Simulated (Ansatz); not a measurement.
# Ag: the cost of one run

Method: DFT, at the level named in each step, in Ansatz 0.2.0.

## Step 1: The structure to begin with

Symmetry: P6_3/mmc, No. 194, hexagonal system. Conventional cell: a = 2.930 Å, b = 2.930 Å, c = 4.790 Å, α = 90.00°, β = 90.00°, γ = 120.00°. Ag (site symmetry -6m2) has 12 Ag at 2.93 Å in its first shell of neighbours.

Structure file:

```
Ag
1.0
     2.93000    0.00000    0.00000
    -1.46500    2.53745    0.00000
     0.00000    0.00000    4.79000
Ag
2
Direct
  0.33333 0.66667 0.25000
  0.66667 0.33333 0.75000
```

The cell comes from a crystallographic database entry that wasn't checked; take it as a given geometry, which may be far from equilibrium.

Atoms are numbered in the order of the input: Ag1, Ag2.

## Step 2: No relativity, LAPW

Contents of input.yaml:

```yaml
crystal:
  lattice:
    - [2.9299980804, 0.0, 0.0]
    - [-1.4649990402, 2.5374527707, 0.0]
    - [0.0, 0.0, 4.79]
  atoms:
    - { symbol: Ag, position: [0.3333333333, 0.6666666667, 0.25] }
    - { symbol: Ag, position: [0.6666666667, 0.3333333333, 0.75] }
kpoints:
  mp_grid: { grid: [14, 14, 8] }
  band_path:
    path:
      - [0.0, 0.0, 0.0]
      - [0.5, 0.0, 0.0]
      - [0.3333333333, 0.3333333333, 0.0]
      - [0.0, 0.0, 0.0]
      - [0.0, 0.0, 0.5]
      - [0.5, 0.0, 0.5]
      - [0.3333333333, 0.3333333333, 0.5]
      - [0.0, 0.0, 0.5]
      - [0.5, 0.0, 0.5]
    npoints: 5
scf:
  occupations: { method: fermi_dirac, width: 0.05 }
hamiltonian:
  xc: pbe
  pseudopotentials:
    kind: all_electron
    lapw: { basis_error: 0.00025 }
    relativity: none
output:
  forces: true
  stress: true
  eigenvalues: true
```

The run is started by

```sh
$ ansatz run input.yaml --threads 1 --pin off --max-ram 2048MiB --backend cpu --events-out ev --progress --plain --runs-dir out
```

Q: Estimate wall time and peak memory on 1 thread of Intel Xeon Platinum 8488C (Sapphire Rapids), shared host.

About 22 s, with a peak of 0.56 GiB.
